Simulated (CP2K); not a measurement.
# Ir (Fm-3m) in CP2K: notebook

The runs below take Ir through single point, equation of state, with LDA.

Everything below comes from runs of CP2K 2026.2. Logs are shortened: lines on timing, memory, paths and dates and some standing lists are left out, and cuts for length are marked.

## (1) The structure

It takes space group Fm-3m (No. 225, cubic). Conventional cell: a = 3.831 Å, b = 3.831 Å, c = 3.831 Å, α = 90.00°, β = 90.00°, γ = 90.00°. Ir (site symmetry m-3m) has 12 Ir at 2.71 Å as nearest neighbours.

## (2) Single point, LDA, 14.06 Å³/atom

File ir_eos.inp:

```
&GLOBAL
  PROJECT ir_eos
  RUN_TYPE ENERGY_FORCE
  PRINT_LEVEL LOW
&END GLOBAL
&FORCE_EVAL
  METHOD QS
  STRESS_TENSOR ANALYTICAL
  &DFT
    BASIS_SET_FILE_NAME BASIS_MOLOPT_UZH
    POTENTIAL_FILE_NAME GTH_POTENTIALS
    &MGRID
      CUTOFF 450
      REL_CUTOFF 60
      NGRIDS 4
    &END MGRID
    &QS
      METHOD GPW
      EPS_DEFAULT 1.0E-9
    &END QS
    &KPOINTS
      SCHEME MONKHORST-PACK 12 12 12
      GAMMA_CENTERED T
      SYMMETRY T
      SYMMETRY_BACKEND SPGLIB
    &END KPOINTS
    &SCF
      SCF_GUESS ATOMIC
      EPS_SCF 1.0E-6
      MAX_SCF 100
      ADDED_MOS 11
      CHOLESKY OFF
      EPS_EIGVAL 1.0E-7
      &DIAGONALIZATION ON
        ALGORITHM STANDARD
      &END DIAGONALIZATION
      &MIXING ON
        METHOD BROYDEN_MIXING
        ALPHA 0.4
        BETA 1.5
        NBUFFER 8
      &END MIXING
      &SMEAR ON
        METHOD FERMI_DIRAC
        ELECTRONIC_TEMPERATURE [K] 1160.452
      &END SMEAR
    &END SCF
    &XC
      &XC_FUNCTIONAL
        &LDA_X
        &END LDA_X
        &LDA_C_PW
        &END LDA_C_PW
      &END XC_FUNCTIONAL
    &END XC
    &PRINT
      &KPOINTS ON
      &END KPOINTS
      &MULLIKEN ON
      &END MULLIKEN
      &MO ON
        ENERGIES T
        OCCUPATION_NUMBERS T
        &EACH
          QS_SCF 0
        &END EACH
        ADD_LAST NUMERIC
      &END MO
    &END PRINT
  &END DFT
  &SUBSYS
    &CELL
      A 2.7090675001 0.0000000000 0.0000000000
      B 1.3545337500 2.3461212756 0.0000000000
      C 1.3545337500 0.7820404252 2.2119443513
      PERIODIC XYZ
    &END CELL
    &COORD
      SCALED
      Ir  0.0000000000 0.0000000000 0.0000000000
    &END COORD
    &KIND Ir
      BASIS_SET TZVP-MOLOPT-PBE-GTH-q17
      POTENTIAL GTH-PADE-q17
    &END KIND
    &PRINT
      &ATOMIC_COORDINATES ON
      &END ATOMIC_COORDINATES
      &CELL ON
      &END CELL
    &END PRINT
  &END SUBSYS
  &PRINT
    &FORCES ON
    &END FORCES
    &STRESS_TENSOR ON
    &END STRESS_TENSOR
  &END PRINT
&END FORCE_EVAL
```

Potentials or basis: GTH_POTENTIALS Ir GTH-PADE-q17; TZVP-MOLOPT-PBE-GTH basis.

On the command line:

```sh
> OMP_NUM_THREADS=1 cp2k.psmp -i ir_eos.inp -o ir_eos.out
```

ir_eos.out:

```text

 CP2K| version string:                                       CP2K version 2026.2
 CP2K| Input file name                                                ir_eos.inp

 GLOBAL| Force Environment number                                              1
 GLOBAL| Basis set file name                                    BASIS_MOLOPT_UZH
 GLOBAL| Potential file name                                      GTH_POTENTIALS
 GLOBAL| MM Potential file name                                     MM_POTENTIAL
 GLOBAL| Coordinate file name                                      __STD_INPUT__
 GLOBAL| Method name                                                        CP2K
 GLOBAL| Project name                                                     ir_eos
 GLOBAL| Run type                                                   ENERGY_FORCE
 GLOBAL| FFT library                                                       FFTW3
[... 6 lines left out ...]
 GLOBAL| Total number of message passing processes                             1
 GLOBAL| Number of threads for this process                                    1
 GLOBAL| CPU model name                                                  UNKNOWN

 CELL| Volume [angstrom^3]:                                            14.058678
 CELL| Vector a [angstrom]:       2.709     0.000     0.000   |a| =     2.709068
 CELL| Vector b [angstrom]:       1.355     2.346     0.000   |b| =     2.709068
 CELL| Vector c [angstrom]:       1.355     0.782     2.212   |c| =     2.709068
 CELL| Angle (b,c), alpha [degree]:                                    60.000000
 CELL| Angle (a,c), beta  [degree]:                                    60.000000
 CELL| Angle (a,b), gamma [degree]:                                    60.000000
 CELL| Numerically orthorhombic:                                              NO
 CELL| Periodicity                                                           XYZ

 CELL_REF| Volume [angstrom^3]:                                        14.058678
 CELL_REF| Vector a [angstrom     2.709     0.000     0.000   |a| =     2.709068
 CELL_REF| Vector b [angstrom     1.355     2.346     0.000   |b| =     2.709068
 CELL_REF| Vector c [angstrom     1.355     0.782     2.212   |c| =     2.709068
 CELL_REF| Angle (b,c), alpha [degree]:                                60.000000
 CELL_REF| Angle (a,c), beta  [degree]:                                60.000000
 CELL_REF| Angle (a,b), gamma [degree]:                                60.000000
 CELL_REF| Numerically orthorhombic:                                          NO
 CELL_REF| Periodicity                                                       XYZ
[... 9 lines left out ...]
 TOTAL NUMBERS AND MAXIMUM NUMBERS

  Total number of            - Atomic kinds:                                   1
                             - Atoms:                                          1
                             - Shell sets:                                     1
                             - Shells:                                        11
                             - Primitive Cartesian functions:                  7
                             - Cartesian basis functions:                     41
                             - Spherical basis functions:                     35

  Maximum angular momentum of- Orbital basis functions:                        3
                             - Local part of the GTH pseudopotential:          2
                             - Non-local part of the GTH pseudopotential:      4

 MODULE QUICKSTEP: ATOMIC COORDINATES IN ANGSTROM

   Atom Kind Element         X             Y             Z       Z(eff)     Mass
      1    1 Ir   77      0.000000      0.000000      0.000000  17.0000 192.2170

 SCF PARAMETERS         Density guess:                                    ATOMIC
                        --------------------------------------------------------
                        max_scf:                                             100
[... 7 lines left out ...]
                        --------------------------------------------------------
                        level_shift [a.u.]:                             0.000000
                        added MOs                                        11    0
                        --------------------------------------------------------
                        Mixing method:                            BROYDEN_MIXING
                                                charge density mixing in g-space
                        --------------------------------------------------------
                        Smear method:                                FERMI_DIRAC
                        Electronic temperature [K]:                       1160.5
                        Electronic temperature [a.u.]:                  3.67E-03
                        Accuracy threshold:                             1.00E-10
[... 35 lines left out ...]
 Number of independent orbital functions:                                     35

 SCF WAVEFUNCTION OPTIMIZATION

  Step     Update method      Time    Convergence         Total energy    Change
  ------------------------------------------------------------------------------
     1 NoMix/Diag. 0.40E+00   12.0     2.16117539      -105.9675007677 -1.06E+02
     2 Broy./Diag. 0.40E+00    8.3     0.03280884      -105.5335446097  4.34E-01
     3 Broy./Diag. 0.40E+00    8.2     0.06069821      -105.6509242396 -1.17E-01
     4 Broy./Diag. 0.40E+00    8.2     0.00068353      -105.5666019571  8.43E-02
     5 Broy./Diag. 0.40E+00    8.1     0.00073846      -105.5659839197  6.18E-04
     6 Broy./Diag. 0.40E+00    8.2     0.00012891      -105.5639463879  2.04E-03
     7 Broy./Diag. 0.40E+00    8.2     0.00004112      -105.5629785813  9.68E-04
     8 Broy./Diag. 0.40E+00    8.3     0.00004630      -105.5631130510 -1.34E-04
     9 Broy./Diag. 0.40E+00    8.3     0.00000103      -105.5632947654 -1.82E-04
    10 Broy./Diag. 0.40E+00    8.4     0.00000331      -105.5632792567  1.55E-05
    11 Broy./Diag. 0.40E+00    8.2     0.00000009      -105.5632666210  1.26E-05

  *** SCF run converged in    11 steps ***

  Electronic density on regular grids:        -16.9999999977        0.0000000023
  Core density on regular grids:               16.9999999894       -0.0000000106
  Total charge density on r-space grids:       -0.0000000083
  Total charge density g-space grids:          -0.0000000083

  Overlap energy of the core charge distribution:               0.00000000042885
  Self energy of the core charge distribution:               -159.85371533853095
  Core Hamiltonian energy:                                     36.29106994488674
  Hartree energy:                                              28.53457399813378
  Exchange-correlation energy:                                -10.53451353602660
  Electronic entropic energy:                                  -0.00068168990738
  Fermi energy:                                                 0.67970259618182

  Total energy:                                              -105.56326662101847
  Total energy (extrapolated to T->0):                       -105.56292577606477

 MO| EIGENVALUES AND OCCUPATION NUMBERS FOR K POINT 1
 MO|
 MO|  Index      Eigenvalue [a.u.]        Eigenvalue [eV]             Occupation
 MO|      1              -2.779657             -75.638309               2.000000
 MO|      2              -1.166631             -31.745647               2.000000
 MO|      3              -1.140244             -31.027622               2.000000
 MO|      4              -1.140243             -31.027591               2.000000
 MO|      5               0.359954               9.794849               2.000000
 MO|      6               0.528412              14.378830               2.000000
[... 12 lines left out ...]
 MO|     19               2.104709              57.272055               0.000000
 MO|     20               2.219459              60.394537               0.000000
 MO| Sum:                                                              16.005825
 MO| E(Fermi):            0.679703 a.u.         18.495648 eV
[... 315 lines left out ...]
 MO|  Index      Eigenvalue [a.u.]        Eigenvalue [eV]             Occupation
 MO|      1              -2.779522             -75.634631               2.000000
 MO|      2              -1.161053             -31.593869               2.000000
 MO|      3              -1.144332             -31.138855               2.000000
 MO|      4              -1.140617             -31.037779               2.000000
 MO|      5               0.381379              10.377845               2.000000
 MO|      6               0.499031              13.579312               2.000000
[... 12 lines left out ...]
 MO|     19               2.193669              59.692762               0.000000
 MO|     20               2.251895              61.277169               0.000000
 MO| Sum:                                                              17.997830
 MO| E(Fermi):            0.679703 a.u.         18.495648 eV

 [... the levels of further k-points ...]

 !-----------------------------------------------------------------------------!
                     Mulliken Population Analysis

 #  Atom  Element  Kind  Atomic population                           Net charge
       1     Ir       1         17.000000                             -0.000000
 # Total charge                             17.000000                 -0.000000

 !-----------------------------------------------------------------------------!

 ENERGY| Total FORCE_EVAL ( QS ) energy [hartree]           -105.563266627669194

 FORCES| Atomic forces [hartree/bohr]
 FORCES|   Atom     x               y               z               |f|
 FORCES|      1  1.71047381E-14  7.98472240E-15  1.70052363E-14   2.54068085E-14
 FORCES| Sum     1.71047381E-14  7.98472240E-15  1.70052363E-14
 FORCES| Total atomic force                                       2.54068085E-14

 STRESS| Analytical stress tensor [bar]
 STRESS|                        x                   y                   z
 STRESS|      x       -1.86060794086E+05   7.69300779397E-02   4.06149232251E-02
 STRESS|      y        7.69300779397E-02  -1.86072922656E+05   1.27340131096E+00
 STRESS|      z        4.06149232251E-02   1.27340131096E+00  -1.86065408592E+05
 STRESS| 1/3 Trace                                            -1.86066375111E+05
 STRESS| Determinant                                          -6.44174739140E+15

 STRESS| Eigenvectors and eigenvalues of the analytical stress tensor [bar]
 STRESS|                        1                   2                   3
 STRESS| Eigenvalues  -1.86073132982E+05  -1.86065199283E+05  -1.86060793069E+05
 STRESS|      x          -0.005616353318     -0.011935219927      0.999912999766
 STRESS|      y           0.986671501123      0.162552652487      0.007482248373
 STRESS|      z          -0.162627812648      0.986627683422      0.010863188232
```

Run time: 1.9 min. Hardware: 1 thread of Arm Neoverse V2, shared host; peak memory 0.27 GiB.

Results:

| Quantity | Value |
| --- | --- |
| Free energy | -2872.5226 eV |
| Pressure | -18.6 GPa |
| Band gap on the k mesh | none (metal or under the smearing width) |

Caveat: the basis of atomic orbitals isn't converged, which shifts pressures, moduli and gaps.

## (3) Single point, LDA, 13.78 Å³/atom (volume scaled by 0.98)

ir_eos.inp, as its differences from that of step 2:

```diff
@@ -11,2 +11,3 @@
     POTENTIAL_FILE_NAME GTH_POTENTIALS
+    WFN_RESTART_FILE_NAME previous-RESTART.kp
     &MGRID
@@ -27,3 +28,3 @@
     &SCF
-      SCF_GUESS ATOMIC
+      SCF_GUESS RESTART
       EPS_SCF 1.0E-6
@@ -72,5 +73,5 @@
     &CELL
-      A 2.7090675001 0.0000000000 0.0000000000
-      B 1.3545337500 2.3461212756 0.0000000000
-      C 1.3545337500 0.7820404252 2.2119443513
+      A 2.6908852912 0.0000000000 0.0000000000
+      B 1.3454426455 2.3303750208 0.0000000000
+      C 1.3454426455 0.7767916736 2.1970986399
       PERIODIC XYZ
```

Potentials or basis: GTH_POTENTIALS Ir GTH-PADE-q17; TZVP-MOLOPT-PBE-GTH basis.

On the command line:

```sh
> OMP_NUM_THREADS=1 cp2k.psmp -i ir_eos.inp -o ir_eos.out
```

It took 96 s on 1 thread of Arm Neoverse V2, shared host; peak memory 0.27 GiB.

Results (log left out):

- Free energy: -2872.5497 eV
- Pressure: -12.2 GPa
- Band gap on the k mesh: none (metal or under the smearing width)

Caveat: the basis of atomic orbitals isn't converged, which shifts pressures, moduli and gaps.

## (4) Single point, LDA, 14.34 Å³/atom (volume scaled by 1.02)

ir_eos.inp, as its differences from that of step 3:

```diff
@@ -73,5 +73,5 @@
     &CELL
-      A 2.6908852912 0.0000000000 0.0000000000
-      B 1.3454426455 2.3303750208 0.0000000000
-      C 1.3454426455 0.7767916736 2.1970986399
+      A 2.7270088673 0.0000000000 0.0000000000
+      B 1.3635044336 2.3616589554 0.0000000000
+      C 1.3635044336 0.7872196518 2.2265934163
       PERIODIC XYZ
```

On the command line:

```sh
> OMP_NUM_THREADS=1 cp2k.psmp -i ir_eos.inp -o ir_eos.out
```

It took 1.7 min on 1 thread of Arm Neoverse V2, shared host; peak memory 0.27 GiB.

It converged, with:

```yaml
Free_energy: -2872.4846 eV
Pressure: -24.5 GPa
Band_gap_on_the_k_mesh: none (metal or under the smearing width)
```

Caveat: the basis of atomic orbitals isn't converged, which shifts pressures, moduli and gaps.

## (5) Single point, LDA, 13.50 Å³/atom (volume scaled by 0.96)

ir_eos.inp, as its differences from that of step 4:

```diff
@@ -73,5 +73,5 @@
     &CELL
-      A 2.7270088673 0.0000000000 0.0000000000
-      B 1.3635044336 2.3616589554 0.0000000000
-      C 1.3635044336 0.7872196518 2.2265934163
+      A 2.6724539916 0.0000000000 0.0000000000
+      B 1.3362269957 2.3144130471 0.0000000000
+      C 1.3362269957 0.7714710157 2.1820495468
       PERIODIC XYZ
```

On the command line:

```sh
> OMP_NUM_THREADS=1 cp2k.psmp -i ir_eos.inp -o ir_eos.out
```

It took 1.9 min on 1 thread of Arm Neoverse V2, shared host; peak memory 0.27 GiB.

The run converged. Its results:

| Property | Result |
| --- | --- |
| Free energy | -2872.5650 eV |
| Pressure | -5.2 GPa |
| Band gap on the k mesh | none (metal or under the smearing width) |

Caveat: the basis of atomic orbitals isn't converged, which shifts pressures, moduli and gaps.

## (6) Single point, LDA, 14.62 Å³/atom (volume scaled by 1.04)

ir_eos.inp, as its differences from that of step 5:

```diff
@@ -73,5 +73,5 @@
     &CELL
-      A 2.6724539916 0.0000000000 0.0000000000
-      B 1.3362269957 2.3144130471 0.0000000000
-      C 1.3362269957 0.7714710157 2.1820495468
+      A 2.7447172133 0.0000000000 0.0000000000
+      B 1.3723586066 2.3769948329 0.0000000000
+      C 1.3723586066 0.7923316110 2.2410522202
       PERIODIC XYZ
```

Potentials or basis: GTH_POTENTIALS Ir GTH-PADE-q17; TZVP-MOLOPT-PBE-GTH basis.

On the command line:

```sh
> OMP_NUM_THREADS=1 cp2k.psmp -i ir_eos.inp -o ir_eos.out
```

It took 1.8 min on 1 thread of Arm Neoverse V2, shared host; peak memory 0.27 GiB.

It converged, with:

```yaml
Free_energy: -2872.4368 eV
Pressure: -30.0 GPa
Band_gap_on_the_k_mesh: none (metal or under the smearing width)
```

Caveat: the basis of atomic orbitals isn't converged, which shifts pressures, moduli and gaps.

## (7) Single point, LDA, 13.22 Å³/atom (volume scaled by 0.94)

ir_eos.inp, as its differences from that of step 6:

```diff
@@ -73,5 +73,5 @@
     &CELL
-      A 2.7447172133 0.0000000000 0.0000000000
-      B 1.3723586066 2.3769948329 0.0000000000
-      C 1.3723586066 0.7923316110 2.2410522202
+      A 2.6537648907 0.0000000000 0.0000000000
+      B 1.3268824453 2.2982278109 0.0000000000
+      C 1.3268824453 0.7660759370 2.1667899598
       PERIODIC XYZ
```

On the command line:

```sh
> OMP_NUM_THREADS=1 cp2k.psmp -i ir_eos.inp -o ir_eos.out
```

It took 1.9 min on 1 thread of Arm Neoverse V2, shared host; peak memory 0.27 GiB.

It converged, with:

```
Free energy            : -2872.5676 eV
Pressure               : 2.3 GPa
Band gap on the k mesh : none (metal or under the smearing width)
```

Caveat: the basis of atomic orbitals isn't converged, which shifts pressures, moduli and gaps.

## (8) Single point, LDA, 14.90 Å³/atom (volume scaled by 1.06)

ir_eos.inp, as its differences from that of step 7:

```diff
@@ -73,5 +73,5 @@
     &CELL
-      A 2.6537648907 0.0000000000 0.0000000000
-      B 1.3268824453 2.2982278109 0.0000000000
-      C 1.3268824453 0.7660759370 2.1667899598
+      A 2.7621999599 0.0000000000 0.0000000000
+      B 1.3810999799 2.3921353356 0.0000000000
+      C 1.3810999799 0.7973784452 2.2553268231
       PERIODIC XYZ
```

On the command line:

```sh
> OMP_NUM_THREADS=1 cp2k.psmp -i ir_eos.inp -o ir_eos.out
```

Run time: 99 s. Hardware: 1 thread of Arm Neoverse V2, shared host; peak memory 0.27 GiB.

It converged, with:

| Item | Value |
| --- | --- |
| Free energy | -2872.3797 eV |
| Pressure | -34.9 GPa |
| Band gap on the k mesh | none (metal or under the smearing width) |

Caveat: the basis of atomic orbitals isn't converged, which shifts pressures, moduli and gaps.

## (9) Equation of state, LDA

Potentials or basis: GTH_POTENTIALS Ir GTH-PADE-q17; TZVP-MOLOPT-PBE-GTH basis.

No new run: the results of the series are fitted here.

What came out:

- Equilibrium volume: 13.30 Å³/atom
- Bulk modulus: 364 GPa
- Pressure derivative of the bulk modulus: 2.9

Energy against volume, from the lowest point:
```
volume (Å³/atom)  energy (meV/atom)
          13.215               0.00
          13.496               2.65
          13.778              17.98
          14.059              45.07
          14.340              83.00
          14.621             130.89
          14.902             187.89
```

Caveat: the basis of atomic orbitals isn't converged, which shifts pressures, moduli and gaps.
